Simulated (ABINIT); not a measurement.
# BN (F-43m) in ABINIT: single point with PBE

Aim: the single point of BN with PBE.

Everything below comes from runs of ABINIT 10.8.3 (patched build). Logs are shortened: lines on timing, memory, paths and dates and some standing lists are left out, and cuts for length are marked. The log counts tension as positive stress, the text compression.

**Measured values to compare with.**

From a printed reference work, monograph, for a bulk crystal of BN at 300 K: band gap 6.4 eV (indirect).

The runs below are set against these values where they give the same quantity.

## Step 1: Starting point

It takes space group F-43m (No. 216, cubic). Conventional cell: a = 3.626 Å, b = 3.626 Å, c = 3.626 Å, α = 90.00°, β = 90.00°, γ = 90.00°. Around N (site symmetry -43m) lie 4 B at 1.57 Å. Around B (site symmetry -43m) lie 4 N at 1.57 Å.

The cell is a database's computed one.

## Step 2: Single point, PBE

run.abi reads:

```
pp_dirpath "./"
pseudos "N.upf, B.upf"

acell 4.8452022309 4.8452022309 4.8452022309
rprim
     0.0000000000     0.7071067812     0.7071067812
     0.7071067812     0.0000000000     0.7071067812
     0.7071067812     0.7071067812     0.0000000000
ntypat 2
znucl 7 5
natom 2
typat 1 2
xred
     0.2500000000     0.2500000000     0.2500000000
     0.0000000000     0.0000000000     0.0000000000

ecut 35.0

kptopt 1
ngkpt 10 10 10
nshiftk 1
shiftk 0.0 0.0 0.0

ixc 11

nband 8
occopt 3
tsmear 0.00183747

nstep 100
tolvrs 1.0e-10

iomode 3
prtwf 0
prteig 0
prtebands 0
prtden 1
prtvha 1
prtvclmb 1
prtpot 1
prtelf 1
```

Potentials or basis: PseudoDojo NC SR PBE v0.4.1 standard.

The run is started by

```console
> mpirun --bind-to none -np 4 abinit run.abi > log 2>&1
```

run.abo:

```text
.Version 10.8.3 of ABINIT
 Symmetries : space group F-4 3 m (#216); Bravais cF (face-center cubic)
================================================================================
 Values of the parameters that define the memory need of the present run
     intxc =       0    ionmov =       0      iscf =       7    lmnmax =       4
     lnmax =       4     mgfft =      27  mpssoang =       2    mqgrid =    3001
     natom =       2  nloc_mem =       1    nspden =       1   nspinor =       1
    nsppol =       1      nsym =      24    n1xccc =    2501    ntypat =       2
    occopt =       3   xclevel =       2
       mpw =         812          nfft =       19683          nkpt =          47
================================================================================
================================================================================

--------------------------------------------------------------------------------
------------- Echo of variables that govern the present computation ------------
--------------------------------------------------------------------------------
 -outvars: echo values of preprocessed input variables --------
            acell      4.8452022309E+00  4.8452022309E+00  4.8452022309E+00 Bohr
              amu      1.40067400E+01  1.08110000E+01
             ecut      3.50000000E+01 Hartree
              ixc          11
         kptrlatt       10    0    0      0   10    0      0    0   10
          kptrlen      4.84520223E+01
            natom           2
            nband           8
            ngfft          27      27      27
             nkpt          47
            nstep         100
             nsym          24
           ntypat           2
           occopt           3
        prtebands           0
           prteig           0
           prtelf           1
           prtpot           1
         prtvclmb           1
           prtvha           1
            prtwf           0
            rprim      0.0000000000E+00  7.0710678120E-01  7.0710678120E-01
                       7.0710678120E-01  0.0000000000E+00  7.0710678120E-01
                       7.0710678120E-01  7.0710678120E-01  0.0000000000E+00
          spgroup         216
           tolvrs      1.00000000E-10
           tsmear      1.83747000E-03 Hartree
            typat      1  2
           xangst      9.0650049941E-01  9.0650049941E-01  9.0650049941E-01
                       0.0000000000E+00  0.0000000000E+00  0.0000000000E+00
            xcart      1.7130376769E+00  1.7130376769E+00  1.7130376769E+00
                       0.0000000000E+00  0.0000000000E+00  0.0000000000E+00
             xred      2.5000000000E-01  2.5000000000E-01  2.5000000000E-01
                       0.0000000000E+00  0.0000000000E+00  0.0000000000E+00
            znucl        7.00000    5.00000

================================================================================

 chkinp: Checking input parameters for consistency.

================================================================================
== DATASET  1 ==================================================================

--- !DatasetInfo
iteration_state: {dtset: 1, }
dimensions: {natom: 2, nkpt: 47, mband: 8, nsppol: 1, nspinor: 1, nspden: 1, mpw: 812, }
cutoff_energies: {ecut:  35.0, pawecutdg:  -1.0, }
electrons: {nelect:   8.00000000E+00, charge:   0.00000000E+00, occopt:   3.00000000E+00, tsmear:   1.83747000E-03, }
meta: {optdriver: 0, ionmov: 0, optcell: 0, iscf: 7, paral_kgb: 0, }
...

 Exchange-correlation functional for the present dataset will be:
  GGA: Perdew-Burke-Ernzerhof functional - ixc=11
  J.P.Perdew, K.Burke, M.Ernzerhof, PRL 77, 3865 (1996)

 Real(R)+Recip(G) space primitive vectors, cartesian coordinates (Bohr,Bohr^-1):
 R(1)=  0.0000000  3.4260754  3.4260754  G(1)= -0.1459396  0.1459396  0.1459396
 R(2)=  3.4260754  0.0000000  3.4260754  G(2)=  0.1459396 -0.1459396  0.1459396
 R(3)=  3.4260754  3.4260754  0.0000000  G(3)=  0.1459396  0.1459396 -0.1459396
 Unit cell volume ucvol=  8.0430492E+01 bohr^3
 Angles (23,13,12)=  6.00000000E+01  6.00000000E+01  6.00000000E+01 degrees

 getcut: wavevector=  0.0000  0.0000  0.0000  ngfft=  27  27  27
         ecut(hartree)=     35.000   => boxcut(ratio)=   2.01792

--- Pseudopotential description ------------------------------------------------
- pspini: atom type   1  psp file is ./N.upf
12 -101130 1 -1 1058                          pspcod,pspxc,lmax,lloc,mmax
     nproj     2     2

- pspini: atom type   2  psp file is ./B.upf
12 -101130 1 -1 1534                          pspcod,pspxc,lmax,lloc,mmax
     nproj     2     2

   6.87857989E+01                                ecore*ucvol(ha*bohr**3)
--------------------------------------------------------------------------------

================================================================================

--- !BeginCycle
iteration_state: {dtset: 1, }
solver: {iscf: 7, nstep: 100, nline: 4, wfoptalg: 0, }
tolerances: {tolvrs: 1.00E-10, }
...

     iter   Etot(hartree)      deltaE(h)  residm     vres2
 ETOT  1  -13.355895610377    -1.336E+01 2.125E-01 1.051E+02
 ETOT  2  -13.372452882129    -1.656E-02 1.036E-02 8.152E+01
 ETOT  3  -13.402364734726    -2.991E-02 3.306E-03 1.233E-01
 ETOT  4  -13.402407012515    -4.228E-05 3.096E-04 1.038E-03
 ETOT  5  -13.402407133884    -1.214E-07 9.772E-05 4.210E-05
 ETOT  6  -13.402407143281    -9.398E-09 2.781E-05 1.938E-07
 ETOT  7  -13.402407143310    -2.906E-11 1.218E-05 2.311E-09
 ETOT  8  -13.402407143311    -3.730E-13 3.302E-06 8.830E-11

 At SCF step    8       vres2   =  8.83E-11 < tolvrs=  1.00E-10 =>converged.

 Compute ELF
--------------------------------------------------------------------------------

 Compute kinetic energy density

 Compute gradient of the electron density
 Electron Localization Function (ELF) [min:0;max:1]
)     Maximum=    9.2771E-01  at reduced coord.    0.1111    0.1481    0.6296
)     Minimum=    1.0884E-06  at reduced coord.    0.0000    0.0000    0.0000
   Integrated=    3.2864E+01

--------------------------------------------------------------------------------
 End of ELF section

 Cartesian components of stress tensor (hartree/bohr^3)
  sigma(1 1)=  6.65205425E-05  sigma(3 2)=  0.00000000E+00
  sigma(2 2)=  6.65205425E-05  sigma(3 1)=  0.00000000E+00
  sigma(3 3)=  6.65205425E-05  sigma(2 1)=  0.00000000E+00

--- !ResultsGS
iteration_state: {dtset: 1, }
comment   : Summary of ground state results
lattice_vectors:
- [  0.0000000,   3.4260754,   3.4260754, ]
- [  3.4260754,   0.0000000,   3.4260754, ]
- [  3.4260754,   3.4260754,   0.0000000, ]
lattice_lengths: [   4.84520,    4.84520,    4.84520, ]
lattice_angles: [ 60.000,  60.000,  60.000, ] # degrees, (23, 13, 12)
lattice_volume:   8.0430492E+01
convergence: {deltae: -3.730E-13, res2:  8.830E-11, residm:  3.302E-06, diffor: null, }
etotal    :  -1.34024071E+01
entropy   :   0.00000000E+00
fermie    :   3.48692913E-01
cartesian_stress_tensor: # hartree/bohr^3
- [  6.65205425E-05,   0.00000000E+00,   0.00000000E+00, ]
- [  0.00000000E+00,   6.65205425E-05,   0.00000000E+00, ]
- [  0.00000000E+00,   0.00000000E+00,   6.65205425E-05, ]
pressure_GPa:  -1.9571E+00
xred      :
- [  2.5000E-01,   2.5000E-01,   2.5000E-01,  N]
- [  0.0000E+00,   0.0000E+00,   0.0000E+00,  B]
cartesian_forces: # hartree/bohr
- [ -4.91204393E-30,  -4.91204393E-30,   1.47361318E-29, ]
- [  4.91204393E-30,   4.91204393E-30,  -1.47361318E-29, ]
force_length_stats: {min:   1.62914067E-29, max:   1.62914067E-29, mean:   1.62914067E-29, }
...

 Integrated electronic density in atomic spheres:
 ------------------------------------------------
 Atom  Sphere_radius  Integrated_density
    1        2.00000          5.73641745
    2        2.00000          3.29697301
================================================================================

 ----iterations are completed or convergence reached----

 Mean square residual over all n,k,spin=   24.546E-09; max=  33.023E-07
 reduced coordinates (array xred) for    2 atoms
       0.250000000000      0.250000000000      0.250000000000
       0.000000000000      0.000000000000      0.000000000000
 rms dE/dt=  4.7600E-29; max dE/dt=  6.7316E-29; dE/dt below (all hartree)
    1       0.000000000000      0.000000000000      0.000000000000
    2       0.000000000000      0.000000000000     -0.000000000000

 cartesian coordinates (angstrom) at end:
    1      0.90650049940675     0.90650049940675     0.90650049940675
    2      0.00000000000000     0.00000000000000     0.00000000000000

 cartesian forces (hartree/bohr) at end:
    1     -0.00000000000000    -0.00000000000000     0.00000000000000
    2      0.00000000000000     0.00000000000000    -0.00000000000000
 frms,max,avg= 9.4058480E-30 1.4736132E-29   0.000E+00  0.000E+00  0.000E+00 h/b

 cartesian forces (eV/Angstrom) at end:
    1     -0.00000000000000    -0.00000000000000     0.00000000000000
    2      0.00000000000000     0.00000000000000    -0.00000000000000
 frms,max,avg= 4.8366815E-28 7.5776236E-28   0.000E+00  0.000E+00  0.000E+00 e/A
 length scales=  4.845202230900  4.845202230900  4.845202230900 bohr
              =  2.563970601069  2.563970601069  2.563970601069 angstroms
 Fermi (or HOMO) energy (hartree) =   0.34869   Average Vxc (hartree)=  -0.47282
 Eigenvalues (hartree) for nkpt=  47  k points:
 kpt#   1, nband=  8, wtk=  0.00100, kpt=  0.0000  0.0000  0.0000 (reduced coord)
  -0.44120    0.29778    0.29778    0.29778    0.62237    0.62237    0.62237    0.67323
      occupation numbers for kpt#   1
   2.00000    2.00000    2.00000    2.00000    0.00000    0.00000    0.00000    0.00000
 prteigrs : prtvol=0 or 1, do not print more k-points.

--- !EnergyTerms
iteration_state     : {dtset: 1, }
comment             : Components of total free energy in Hartree
kinetic             :  9.38522379557379E+00
hartree             :  1.80032602008397E+00
xc                  : -4.36505107257153E+00
Ewald energy        : -1.31304314004290E+01
psp_core            :  8.55220411972649E-01
local_psp           : -6.88609213764411E+00
non_local_psp       : -1.06160276029650E+00
internal            : -1.34024071433108E+01
'-kT*entropy'       :  3.65122173670830E-16
total_energy        : -1.34024071433108E+01
total_energy_eV     : -3.64698077402524E+02
band_energy         :  8.27852944355648E-02
...

 Cartesian components of stress tensor (hartree/bohr^3)
  sigma(1 1)=  6.65205425E-05  sigma(3 2)=  0.00000000E+00
  sigma(2 2)=  6.65205425E-05  sigma(3 1)=  0.00000000E+00
  sigma(3 3)=  6.65205425E-05  sigma(2 1)=  0.00000000E+00

-Cartesian components of stress tensor (GPa)         [Pressure= -1.9571E+00 GPa]
- sigma(1 1)=  1.95710193E+00  sigma(3 2)=  0.00000000E+00
- sigma(2 2)=  1.95710193E+00  sigma(3 1)=  0.00000000E+00
- sigma(3 3)=  1.95710193E+00  sigma(2 1)=  0.00000000E+00

== END DATASET(S) ==============================================================
================================================================================

 -outvars: echo values of variables after computation  --------
            acell      4.8452022309E+00  4.8452022309E+00  4.8452022309E+00 Bohr
           etotal     -1.3402407143E+01
            fcart     -4.9120439299E-30 -4.9120439299E-30  1.4736131790E-29
                       4.9120439299E-30  4.9120439299E-30 -1.4736131790E-29
            rprim      0.0000000000E+00  7.0710678120E-01  7.0710678120E-01
                       7.0710678120E-01  0.0000000000E+00  7.0710678120E-01
                       7.0710678120E-01  7.0710678120E-01  0.0000000000E+00
           strten      6.6520542534E-05  6.6520542534E-05  6.6520542534E-05
                       0.0000000000E+00  0.0000000000E+00  0.0000000000E+00
           xangst      9.0650049941E-01  9.0650049941E-01  9.0650049941E-01
                       0.0000000000E+00  0.0000000000E+00  0.0000000000E+00
             xred      2.5000000000E-01  2.5000000000E-01  2.5000000000E-01
                       0.0000000000E+00  0.0000000000E+00  0.0000000000E+00
 Calculation completed.
```

It took 2.5 s on 4 MPI ranks of Arm Neoverse V2, shared host; peak memory 0.24 GiB.

Results:

| Property | Result |
| --- | --- |
| Free energy | -364.6981 eV |
| Pressure | -2.0 GPa |
| Band gap on the k mesh | 4.52 eV, indirect (least direct gap 8.83 eV) |
| All electrons inside the program's atomic spheres | N 5.74; B 3.30 |

Levels at points of the mesh, in eV from the valence-band top:
| k point | band 1 | band 2 | band 3 | band 4 | band 5 | band 6 | band 7 | band 8 |
| --- | --- | --- | --- | --- | --- | --- | --- | --- |
| (0.00, 0.00, 0.00) | -20.11 | 0.00 | 0.00 | 0.00 | 8.83 | 8.83 | 8.83 | 10.22 |
| (0.50, 0.00, 0.00) | -15.93 | -10.60 | -1.93 | -1.93 | 10.09 | 10.73 | 10.73 | 15.16 |
| (0.50, 0.50, 0.00) | -14.58 | -8.85 | -4.86 | -4.86 | 4.52 | 9.29 | 17.77 | 17.77 |

## Step 3: Comparison with measurements

Step 2. Against the measured gap of BN, 6.4 eV (indirect; 300 K; a printed reference work, monograph), the calculated 4.52 eV is off by -1.88 eV. The value is that of PBE on a finite k mesh, which can miss the band edges, without temperature or zero-point motion. Semilocal functionals fall short of measured gaps as a rule. The cell is a database's relaxed one, not the measured one, which moves gaps too.
